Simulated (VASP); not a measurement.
# Te (P3_121) in VASP: band structure with PBE+D3(BJ)

Aim: the band structure of Te with PBE+D3(BJ).

Program: VASP 6.6.1. These are calculated values, not measurements. Logs are shortened: lines on timing, memory, paths and dates and some standing lists are left out, and cuts for length are marked.

**1. The structure**

The structure is trigonal, space group P3_121 (No. 152). Conventional cell: a = 4.301 Å, b = 4.301 Å, c = 5.979 Å, α = 90.00°, β = 90.00°, γ = 120.00°. Around Te (site symmetry 2) lie 6 Te at 2.92 to 3.34 Å.

**2. Band structure, PBE+D3(BJ)**

Input file POSCAR:

```
Te                                      
1.0
    4.3009297743     -0.0000000000     -0.0000000000
   -2.1504648871      3.7247144458     -0.0000000000
    0.0000000000     -0.0000000000      5.9791388237
  Te            
     3
Direct
     0.2862696654929118    0.0000000000000000    0.3333333300000021
     0.9999999999999716    0.2862696654928550    0.6666666699999979
     0.7137303345071166    0.7137303345071451    1.0000000000000000
```

Input file INCAR.step1:

```
ALGO     = Normal         # electronic algorithm
EDIFF    = 1E-7           # SCF threshold, eV
ENCUT    = 200            # plane-wave cutoff, eV
GGA      = PE             # functional
ISIF     = 2              # what is computed and relaxed
ISMEAR   = 0              # smearing method
IVDW     = 12             # dispersion correction
LASPH    = True           # aspherical terms in the spheres
LCHARG   = True           # write CHGCAR
LREAL    = False          # projectors in reciprocal space
LWAVE    = False          # write WAVECAR
NELM     = 100            # most SCF steps
PREC     = Accurate       # precision mode
SIGMA    = 0.02           # smearing width, eV
```

Input file KPOINTS.step1:

```
k-points
0
Gamma
  9 9 6
```

Input file INCAR.step2:

```
ALGO     = Normal         # electronic algorithm
EDIFF    = 1E-7           # SCF threshold, eV
ENCUT    = 200            # plane-wave cutoff, eV
GGA      = PE             # functional
ICHARG   = 11             # starting density
ISIF     = 2              # what is computed and relaxed
ISMEAR   = 0              # smearing method
IVDW     = 12             # dispersion correction
LASPH    = True           # aspherical terms in the spheres
LCHARG   = False          # write CHGCAR
LREAL    = False          # projectors in reciprocal space
LWAVE    = False          # write WAVECAR
NELM     = 100            # most SCF steps
PREC     = Accurate       # precision mode
SIGMA    = 0.05           # smearing width, eV
```

Input file KPOINTS.step2:

```
path GMKGALHA,LM,KH
20
line-mode
reciprocal
 0.0000000000  0.0000000000  0.0000000000  G
 0.5000000000  0.0000000000  0.0000000000  M

 0.5000000000  0.0000000000  0.0000000000  M
 0.3333333333  0.3333333333  0.0000000000  K

 0.3333333333  0.3333333333  0.0000000000  K
 0.0000000000  0.0000000000  0.0000000000  G

 0.0000000000  0.0000000000  0.0000000000  G
 0.0000000000  0.0000000000  0.5000000000  A

 0.0000000000  0.0000000000  0.5000000000  A
 0.5000000000  0.0000000000  0.5000000000  L

 0.5000000000  0.0000000000  0.5000000000  L
 0.3333333333  0.3333333333  0.5000000000  H

 0.3333333333  0.3333333333  0.5000000000  H
 0.0000000000  0.0000000000  0.5000000000  A

 0.5000000000  0.0000000000  0.5000000000  L
 0.5000000000  0.0000000000  0.0000000000  M

 0.3333333333  0.3333333333  0.0000000000  K
 0.3333333333  0.3333333333  0.5000000000  H
```

Potentials or basis: VASP PAW PBE potentials, release 64 (Te).

On the command line:

```
> cat potpaw_PBE.64/Te/POTCAR > POTCAR
> cp INCAR.step1 INCAR
> cp KPOINTS.step1 KPOINTS
> mpirun -np 1 vasp_std > vasp.out
> cp INCAR.step2 INCAR
> cp KPOINTS.step2 KPOINTS
> mpirun -np 1 vasp_std > vasp.out
```

OUTCAR:

```text
EDIFF = 1E-7
   ENCUT = 200
   GGA = PE
   ICHARG = 11
   ISIF = 2
   ISMEAR = 0
   IVDW = 12
   LASPH = True
   LREAL = False
   NELM = 100
   PREC = Accurate
 IVDW          = 12

 ion  position               nearest neighbor table
   1  0.286  0.000  0.333-   3 2.92   2 2.92   3 3.34   3 3.34   2 3.34   2 3.34
   2  1.000  0.286  0.667-   3 2.92   1 2.92   3 3.34   3 3.34   1 3.34   1 3.34
   3  0.714  0.714  0.000-   1 2.92   2 2.92   1 3.34   2 3.34   2 3.34   1 3.34

  LATTYP: Found a hexagonal cell.
 ALAT       =     4.3009297743
 C/A-ratio  =     1.3901968034

  Lattice vectors:

 A1 = (   4.3009297743,   0.0000000000,   0.0000000000)
 A2 = (  -2.1504648871,   3.7247144458,   0.0000000000)
 A3 = (   0.0000000000,   0.0000000000,   5.9791388237)

Analysis of symmetry for initial positions (statically):
=====================================================================
 Subroutine PRICEL returns:
 Original cell was already a primitive cell.

 Routine SETGRP: Setting up the symmetry group for a
 hexagonal supercell.

 Subroutine GETGRP returns: Found  6 space group operations
 (whereof  2 operations were pure point group operations)
 out of a pool of 24 trial point group operations.

The static configuration has the point symmetry C_2 .
 The point group associated with its full space group is D_3 .

Analysis of symmetry for dynamics (positions and initial velocities):
=====================================================================
 Subroutine PRICEL returns:
 Original cell was already a primitive cell.

 Routine SETGRP: Setting up the symmetry group for a
 hexagonal supercell.

 Subroutine GETGRP returns: Found  6 space group operations
 (whereof  2 operations were pure point group operations)
 out of a pool of 24 trial point group operations.

The dynamic configuration has the point symmetry C_2 .
 The point group associated with its full space group is D_3 .

 Subroutine INISYM returns: Found  6 space group operations
 (whereof  2 operations are pure point group operations),
 and found     1 'primitive' translations

----------------------------------------------------------------------------------------

                                     Primitive cell

  volume of cell :      95.7842

  direct lattice vectors                    reciprocal lattice vectors
     4.300929774  0.000000000  0.000000000     0.232507865  0.134238478  0.000000000
    -2.150464887  3.724714446  0.000000000     0.000000000  0.268476957  0.000000000
     0.000000000  0.000000000  5.979138824     0.000000000  0.000000000  0.167248166

  length of vectors
     4.300929774  4.300929775  5.979138824     0.268476957  0.268476957  0.167248166

  position of ions in fractional coordinates (direct lattice)
     0.286269665  0.000000000  0.333333330
     1.000000000  0.286269665  0.666666670
     0.713730335  0.713730335  0.000000000

  ion indices of the primitive-cell ions
   primitive index   ion index
                 1           1
                 2           2
                 3           3

----------------------------------------------------------------------------------------

 KPOINTS: path GMKGALHA,LM,KH

Interpolating k-points between supplied coordinates.

 Line segments in fractional coordinates (reciprocal lattice):
    0.000000  0.000000  0.000000  ...  0.500000  0.000000  0.000000
    0.500000  0.000000  0.000000  ...  0.333333  0.333333  0.000000
    0.333333  0.333333  0.000000  ...  0.000000  0.000000  0.000000
    0.000000  0.000000  0.000000  ...  0.000000  0.000000  0.500000
    0.000000  0.000000  0.500000  ...  0.500000  0.000000  0.500000
    0.500000  0.000000  0.500000  ...  0.333333  0.333333  0.500000
    0.333333  0.333333  0.500000  ...  0.000000  0.000000  0.500000
    0.500000  0.000000  0.500000  ...  0.500000  0.000000  0.000000
    0.333333  0.333333  0.000000  ...  0.333333  0.333333  0.500000

 Generated    20 points on each line segment, for a total of    180 k-points:

 Following reciprocal coordinates:
            Coordinates               Weight
  0.000000  0.000000  0.000000      0.005556
  0.026316  0.000000  0.000000      0.005556
  0.052632  0.000000  0.000000      0.005556
  0.078947  0.000000  0.000000      0.005556
  0.105263  0.000000  0.000000      0.005556
  0.131579  0.000000  0.000000      0.005556
[... 16 lines left out ...]
  0.482456  0.035088  0.000000      0.005556
  0.473684  0.052632  0.000000      0.005556
 [... further k-points ...]
   k-points           NKPTS =    180   k-points in BZ     NKDIM =    180   number of bands    NBANDS=     13
   number of dos      NEDOS =    301   number of ions     NIONS =      3
   total plane-waves  NPLWV =  11200
   dimension x,y,z NGX =    20 NGY =   20 NGZ =   28
   dimension x,y,z NGXF=    40 NGYF=   40 NGZF=   56
   ions per type =               3
   NGX,Y,Z   is equivalent  to a cutoff of   7.73,  7.73,  7.79 a.u.
   NGXF,Y,Z  is equivalent  to a cutoff of  15.46, 15.46, 15.57 a.u.
 SYSTEM =  unknown system
   PREC   = accura    normal or accurate (medium, high low for compatibility)
   ISTART =      0    job   : 0-new  1-cont  2-samecut
   ICHARG =     11    charge: 1-file 2-atom 10-const
   ISPIN  =      1    spin polarized calculation?
   LNONCOLLINEAR =      F non collinear calculations
   LSORBIT =      F    spin-orbit coupling
   LASPH  =      T    aspherical Exc in radial PAW
   ENCUT  =  200.0 eV  14.70 Ry    3.83 a.u.   4.96  4.96  6.89*2*pi/ulx,y,z
   NELM   =    100;   NELMIN=  2; NELMDL=  0     # of ELM steps
   EDIFF  = 0.1E-06   stopping-criterion for ELM
   LREAL  =      F    real-space projection
   EDIFFG = 0.1E-05   stopping-criterion for IOM
   NSW    =      0    number of steps for IOM
   IBRION =     -1    ionic relax: 0-MD 1-quasi-New 2-CG
   NFREE  =      0    steps in history (QN), initial steepest desc. (CG)
   ISIF   =      2    stress and relaxation
   ISYM   =      2    0-nonsym 1-usesym 2-fastsym
   POTIM  = 0.5000    time-step for ionic-motion
   TEBEG  =    0.0;   TEEND  =   0.0 temperature during run
   PSTRESS=    0.0 pullay stress
   NELECT =      18.0000    total number of electrons
   NUPDOWN=      -1.0000    fix difference up-down
   EMIN   =  10.00;   EMAX   =-10.00  energy-range for DOS
   EFERMI =   0.00;   METHOD = LEGACY
   ISMEAR =     0;   SIGMA  =   0.05  broadening in eV -4-tet -1-fermi 0-gaus
   EFERMI_NEDOS =   21; number of points for ismear=-14 and -15
   IALGO  =     38    algorithm
   IMIX   =      4    mixing-type and parameters
     AMIX     =   0.40;   BMIX     =  1.00
     AMIX_MAG =   1.60;   BMIX_MAG =  1.00
  volume/ion in A,a.u.               =      31.93       215.46
  Fermi-wavevector in a.u.,A,eV,Ry     =   0.937708  1.772011 11.963555  0.879297
  Thomas-Fermi vector in A             =   2.064846
   LORBIT       =      0    0 simple, 1 ext, 2 COOP (PROOUT), +10 PAW based schemes
   GGA     = PE    functional components
   LHFCALC =     F    Hartree Fock is set to
   AEXX    =    0.0000 exact exchange contribution
   IVDW    =    12    specifies the selected vdW correction
   LEPSILON=     F    determine dielectric tensor
   LRPA    =     F    only Hartree local field effects (RPA)
 non-spin polarized calculation
 Gauss-broadening in eV      SIGMA  =   0.05
  energy-cutoff  :      200.00
  volume of cell :       95.78
 maximum number of plane-waves:       632
 NGX is ok and might be reduce to    20

 number of electron      17.9999994 magnetization

 Free energy of the ion-electron system (eV)
  ---------------------------------------------------
  ext. energy  EPLUGINS =         0.00000000
  ---------------------------------------------------
  free energy    TOTEN  =        -8.48492595 eV

  energy without entropy =       -8.48327749  energy(sigma->0) =       -8.48410172

 E-fermi :   6.7752     XC(G=0):  -9.3728

 val. band max:        6.7705430948   @ k =   0.3333   0.3333   0.4737
 cond. band min:       6.8132084195   @ k =   0.3333   0.3333   0.4737
 fundamental gap:      0.0426653246
 Fermi energy:         6.7751695555

 k-point     1 :       0.0000    0.0000    0.0000
  band No.  band energies     occupation
      1      -7.1609      2.00000
      2      -3.7847      2.00000
      3      -3.7847      2.00000
      4       3.8520      2.00000
      5       4.1932      2.00000
      6       4.1932      2.00000
      7       4.9808      2.00000
      8       4.9808      2.00000
      9       5.5902      2.00000
     10       7.7548      0.00000
     11       7.7548      0.00000
     12       8.4738      0.00000
     13      11.6126      0.00000

 k-point     2 :       0.0263    0.0000    0.0000
  band No.  band energies     occupation
      1      -7.1552      2.00000
      2      -3.7848      2.00000
      3      -3.7828      2.00000
      4       3.7835      2.00000
      5       4.1211      2.00000
      6       4.1592      2.00000
      7       5.0223      2.00000
      8       5.0762      2.00000
      9       5.6252      2.00000
     10       7.7231      0.00000
     11       7.7473      0.00000
     12       8.4527      0.00000
     13      11.6062      0.00000

 k-point     3 :       0.0526    0.0000    0.0000
  band No.  band energies     occupation
      1      -7.1382      2.00000
      2      -3.7853      2.00000
      3      -3.7770      2.00000
      4       3.5950      2.00000
      5       3.9768      2.00000
      6       4.0788      2.00000
      7       5.1249      2.00000
      8       5.2654      2.00000
      9       5.7352      2.00000
     10       7.6301      0.00000
     11       7.7254      0.00000
     12       8.3974      0.00000
     13      11.5536      0.00000
[... 305 lines left out ...]
 k-point    23 :       0.4825    0.0351    0.0000
  band No.  band energies     occupation
      1      -5.7416      2.00000
      2      -4.6730      2.00000
      3      -3.4335      2.00000
      4       1.6442      2.00000
      5       2.0930      2.00000
      6       2.7090      2.00000
      7       2.8640      2.00000
      8       5.8353      2.00000
      9       5.9113      2.00000
     10       7.4183      0.00000
     11       7.4424      0.00000
     12       9.2605      0.00000
     13      10.5038      0.00000

 k-point    24 :       0.4737    0.0526    0.0000
  band No.  band energies     occupation
      1      -5.7351      2.00000
      2      -4.6657      2.00000
      3      -3.4491      2.00000
      4       1.6550      2.00000
      5       2.0933      2.00000
      6       2.7185      2.00000
      7       2.8681      2.00000
      8       5.7197      2.00000
      9       5.7687      2.00000
     10       7.5316      0.00000
     11       7.5911      0.00000
     12       9.3206      0.00000
     13      10.4946      0.00000

 [... further k-points ...]

------------------------ aborting loop because EDIFF is reached ----------------------------------------

 Edisp (eV)   -1.37769

 E8    (eV) :    -0.6329

  FORCE on cell =-STRESS in cart. coord.  units (eV):
  Direction    XX          YY          ZZ          XY          YZ          ZX
  --------------------------------------------------------------------------------------
  -------------------------------------------------------------------------------------
  Total       2.90820     2.90820     0.35220     0.00000     0.00000    -0.00000
  in kB      48.64530    48.64530     5.89117     0.00000     0.00000    -0.00000
  external pressure =       34.39 kB  Pullay stress =        0.00 kB

 VOLUME and BASIS-vectors are now :
 -----------------------------------------------------------------------------
  energy-cutoff  :      200.00
  volume of cell :       95.78
      direct lattice vectors                 reciprocal lattice vectors
     4.300929774  0.000000000  0.000000000     0.232507865  0.134238478  0.000000000
    -2.150464887  3.724714446  0.000000000     0.000000000  0.268476957  0.000000000
     0.000000000  0.000000000  5.979138824     0.000000000  0.000000000  0.167248166

 POSITION                                       TOTAL-FORCE (eV/Angst)
 -----------------------------------------------------------------------------------
      1.23123      0.00000      1.99305        -0.284925     -0.000000     -0.000000
      3.68532      1.06627      3.98609         0.142462     -0.246752      0.000000
      1.53485      2.65844      0.00000         0.142462      0.246752      0.000000
 -----------------------------------------------------------------------------------
    total drift:                               -0.000001     -0.000009      0.000000

  FREE ENERGIE OF THE ION-ELECTRON SYSTEM (eV)
  ---------------------------------------------------
  free  energy   TOTEN  =        -9.8626167059 eV

  energy  without entropy=       -9.8609682420  energy(sigma->0) =       -9.86179247
```

Run time: 18 s. Hardware: 1 thread of Intel Xeon 6975P-C (Granite Rapids), shared host; peak memory 0.16 GiB.

Results:

| Property | Result |
| --- | --- |
| Band gap along the path | none (metal or under the smearing width) |
| Dispersion energy per atom | -0.459 eV |

Levels at the corners of the path, in eV from the Fermi level:
| point | band 7 | band 8 | band 9 | band 10 | band 11 | band 12 |
| --- | --- | --- | --- | --- | --- | --- |
| Γ | -1.78 | -1.78 | -1.17 | 1.00 | 1.00 | 1.72 |
| M | -3.90 | -0.82 | -0.71 | 0.54 | 0.56 | 2.45 |
| M | -3.90 | -0.82 | -0.71 | 0.54 | 0.56 | 2.45 |
| K | -3.46 | -3.31 | -3.30 | 3.03 | 3.03 | 3.21 |
| K | -3.46 | -3.31 | -3.30 | 3.03 | 3.03 | 3.21 |
| Γ | -1.78 | -1.78 | -1.17 | 1.00 | 1.00 | 1.72 |
| Γ | -1.78 | -1.78 | -1.17 | 1.00 | 1.00 | 1.72 |
| A | -1.26 | -0.82 | -0.82 | 0.23 | 0.34 | 0.34 |
| A | -1.26 | -0.82 | -0.82 | 0.23 | 0.34 | 0.34 |
| L | -2.79 | -2.53 | -0.35 | 0.31 | 2.02 | 2.67 |
| L | -2.79 | -2.53 | -0.35 | 0.31 | 2.02 | 2.67 |
| H | -0.88 | -0.01 | -0.01 | -0.01 | 0.88 | 0.88 |
| H | -0.88 | -0.01 | -0.01 | -0.01 | 0.88 | 0.88 |
| A | -1.26 | -0.82 | -0.82 | 0.23 | 0.34 | 0.34 |
| L | -2.79 | -2.53 | -0.35 | 0.31 | 2.02 | 2.67 |
| M | -3.90 | -0.82 | -0.71 | 0.54 | 0.56 | 2.45 |
| K | -3.46 | -3.31 | -3.30 | 3.03 | 3.03 | 3.21 |
| H | -0.88 | -0.01 | -0.01 | -0.01 | 0.88 | 0.88 |

Caveat: the cutoff is under 1.25 times the usual one of these potentials, so pressure, stress and relaxed cells hold a basis-set (Pulay) error; the log is that of the step along the path at fixed density, whose energy, stress, charges and moments have no meaning; spin-orbit coupling is left out, which moves the levels of the heavy elements; pairwise dispersion overbinds metals, which lowers pressure and volume.
